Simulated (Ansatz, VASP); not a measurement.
# CO2: VASP beside Ansatz, part 2 of 2

One calculation is typed for both programs; each brings its own data sets. How far apart do they land? The cell is taken from a series of runs on this material, whose earlier steps may have relaxed, scaled, displaced or heated it; both programs get it as it stands.

VASP 6.6.1 and Ansatz 0.2.0.

So far. Step 2 (VASP: single point, LDA, pair 1): The run ends at a pressure of -1.20 GPa, with forces up to 0.12 eV/Å. Step 3 (Ansatz: single point, LDA, pair 1): The run ends at a pressure of -2.77 GPa, with forces up to 0.57 eV/Å.

## Step 5: VASP: single point, LDA, pair 2

Level of this step: LDA; plane waves and PAW (O, C) (VASP).

A single point gives forces, pressure and levels at one fixed geometry, so differences don't come from the geometry; what else differs is listed under the comparison.

Contents of INCAR:

```
SYSTEM = CO2
PREC = Accurate
ENCUT = 520
EDIFF = 1E-06
NELM = 120
ISMEAR = 0
SIGMA = 0.01
LREAL = .FALSE.
ALGO = Normal
GGA = PW92
NBANDS = 22
LORBIT = 11
LWAVE = .FALSE.
LCHARG = .FALSE.
ISIF = 2
LASPH = .TRUE.
GGA_COMPAT = .FALSE.
EFERMI = MIDGAP
KPAR = 2
```

Contents of POSCAR:

```
CO2
1.0
    2.6359112300     -2.3873781200      0.0000000000
    2.6359112300      2.3873781200      0.0000000000
    0.0000000000      0.0000000000      6.5871749100
O C
4 2
Direct
    0.3052446051      0.6947553949      0.6055732551
    0.6947553949      0.3052446051      0.3944267449
    0.1947553949      0.8052446051      0.1055732551
    0.8052446051      0.1947553949      0.8944267449
    0.5000000000      0.5000000000      0.5000000000
    0.0000000000      0.0000000000      0.0000000000
```

Contents of KPOINTS:

```
Automatic mesh
0
Gamma
5 5 3
0 0 0
```

The projector-augmented-wave data sets are O and C (LDA family, release 64).

Started as:

```console
mpirun -np 2 vasp_std
```

Numbers of over 12 decimals in the logs are rounded to 6 here.

Log:

```text
[banner, memory and clock lines left out]
running    2 mpi-ranks, on    1 nodes
[...]
[... a notice as in an earlier step ...]

 LDA part: xc-table for (Slater(with rela. corr.)+PW92), standard interpolation
 POSCAR, INCAR and KPOINTS ok, starting setup
[...]
entering main loop
       N       E                     dE             d eps       ncg     rms          rms(c)
DAV:   1     0.169224389313E+03    0.16922E+03   -0.17103E+04   800   0.133E+03
DAV:   2    -0.426902377330E+02   -0.21191E+03   -0.20377E+03  1126   0.293E+02
DAV:   3    -0.531388939991E+02   -0.10449E+02   -0.10407E+02   972   0.689E+01
DAV:   4    -0.532335622602E+02   -0.94668E-01   -0.94589E-01   852   0.775E+00
[...]
DAV:  11    -0.497860022121E+02   -0.45634E-04   -0.59400E-05   912   0.568E-02    0.165E-02
DAV:  12    -0.497860109900E+02   -0.87779E-05   -0.44214E-06   924   0.150E-02    0.284E-03
DAV:  13    -0.497860109521E+02    0.37901E-07   -0.46831E-07   456   0.537E-03
   1 F= -.49786011E+02 E0= -.49786011E+02  d E =0.000000E+00
```

Parts of OUTCAR (step 5):

```text
  Total       -0.6387468      1.5546181      0.4099542      0.0000000      0.0000000      0.0000000
  in kB      -12.3440628     30.0436794      7.9225452      0.0000000      0.0000000      0.0000000
  external PRESSURE =       8.5407206 kB  Pullay stress =       0.0000000 kB

 POSITION                                       TOTAL-FORCE (eV/Angst)
 -----------------------------------------------------------------------------------
      2.63591      0.92991      3.98902         0.000000      0.607691      0.452726
      2.63591     -0.92991      2.59816         0.000000     -0.607691     -0.452726
      2.63591      1.45747      0.69543         0.000000     -0.607691      0.452726
      2.63591     -1.45747      5.89175         0.000000      0.607691     -0.452726
      2.63591      0.00000      3.29359         0.000000      0.000000      0.000000
      0.00000      0.00000      0.00000         0.000000     -0.000000      0.000000
 -----------------------------------------------------------------------------------
    total drift:                                0.000000     -0.000000      0.000000

  FREE ENERGIE OF THE ION-ELECTRON SYSTEM (eV)
  ---------------------------------------------------
  free  energy   TOTEN  =       -49.7860109521 eV

  energy  without entropy=      -49.7860109521  energy(sigma->0) =      -49.78601095

[... 1 part as in an earlier step ...]

[... 2 further parts left out ...]
[key lines of the parts left out:]
E-fermi :  -0.1856
```

The run ends at a pressure of 0.85 GPa, with forces up to 0.76 eV/Å.

## Step 6: Ansatz: single point, LDA, pair 2

The same cell, functional (in two slightly different forms) and mesh now go to Ansatz, which takes its cutoff from its data sets.

The cell is taken from a series of runs on this material, whose earlier steps may have relaxed, scaled, displaced or heated it; both programs get it as it stands.

Contents of input.yaml:

```yaml
crystal:
  lattice:
    - [2.63591123, -2.38737812, 0.0]
    - [2.63591123, 2.38737812, 0.0]
    - [0.0, 0.0, 6.58717491]
  atoms:
    - { symbol: O, position: [0.3052446051, 0.6947553949, 0.6055732551] }
    - { symbol: O, position: [0.6947553949, 0.3052446051, 0.3944267449] }
    - { symbol: O, position: [0.1947553949, 0.8052446051, 0.1055732551] }
    - { symbol: O, position: [0.8052446051, 0.1947553949, 0.8944267449] }
    - { symbol: C, position: [0.5, 0.5, 0.5] }
    - { symbol: C, position: [0.0, 0.0, 0.0] }
kpoints:
  mp_grid: { grid: [5, 5, 3] }
scf:
  occupations: { method: fixed }
hamiltonian:
  xc: lda
output:
  forces: false
  stress: false
  efg: { quadrupole_moments_barn: { O: -0.02558 } }
  write_density: true
  write_potential: true
  elf: true
  volumetric_format: npy
```

Started as:

```console
ansatz run input.yaml --threads 4 --pin off --max-ram 8192MiB --backend cpu --events-out ev --progress --plain --runs-dir out
```

Log:

```text
[...]
Crystal: 6 atoms, lattice volume = 82.905 Å³
Basis set: ecut = 420 eV, 1601 PW (Γ)
Bands: 22, of which v1, the nominal top of the filled ones, is band 16 counted from 1 (15 counted from 0)
Symmetry: 8 space group operations
[...]
k-points: 18 of 75
[...]
--- Band table (eV; the first three rows and the last of 18) ---
  k-point 0: bands = [... 12 lower, -2.7773, -2.7161, -2.4201, -2.3518, 4.6147, 5.2970, 5.9070, 5.9920, ... 2 higher]
  k-point 1: bands = [... 12 lower, -2.6893, -2.6155, -2.5113, -2.4287, 5.1127, 5.4605, 5.8059, 6.1915, ... 2 higher]
  k-point 2: bands = [... 12 lower, -2.7034, -2.4217, -2.3850, -2.2257, 5.2468, 5.5418, 5.9322, 6.1663, ... 2 higher]
  k-point 17: bands = [... 12 lower, -2.4956, -2.2479, -2.2181, -1.9541, 6.2446, 6.7566, 6.9425, 7.0446, ... 2 higher]
[key lines of the parts left out:]
SCF converged after 7 iterations
Free energy (F): -2703.979040 eV
Fermi energy:    -1.817232 eV
```

## Step 7: Side by side

What differs besides the data sets and the points named for the pairs above, as far as they apply: fixed occupations in Ansatz, narrow Gaussian smearing in VASP; the cutoff is 420 eV in Ansatz and 520 eV in VASP. Total energies have different zeros and are not compared.

The two programs side by side:

| quantity | Ansatz | VASP | difference |
| --- | --- | --- | --- |
| gap on the k mesh (eV) | 6.432 | 6.411 | +0.021 |

A gap on the mesh is an upper bound, since the band edges may lie between its points.

## Step 8: Summary of results

```json
{"r.m.s. force difference (single point, LDA, pair 1)": "327 meV/Å", "difference in pressure (single point, LDA, pair 1)": "-1.6 GPa", "difference in gap on the k mesh (single point, LDA, pair 2)": "0.021 eV"}
```

What this shows: The r.m.s. force difference is 327 meV/Å (single point, LDA, pair 1), beyond the 12 meV/Å picked in this series as the mark of a large difference. By the marks of this series, far apart in the single point, LDA, pair 1 pair: the r.m.s. force difference, 327 meV/Å and the difference in pressure, -1.6 GPa. What causes the difference of the single point, LDA, pair 1 pair stays open here. 1 further run of this series is not shown here. Such differences can come from data sets, numerical settings and the points named under the comparisons, not from the functional's error against experiment.

[Lines on the potential files, build, host, timing and source positions are cut from VASP's logs without a mark.]

[Logs are printed without paths, hosts, clocks, repeated set-up lines and the standing remarks that a program may print on its own settings, such as how far it seeks lower states.]

[Hosts, paths, dates, database ids (printed as entryN), source tags and the programs' standing remarks are cut or masked in the printed files.]
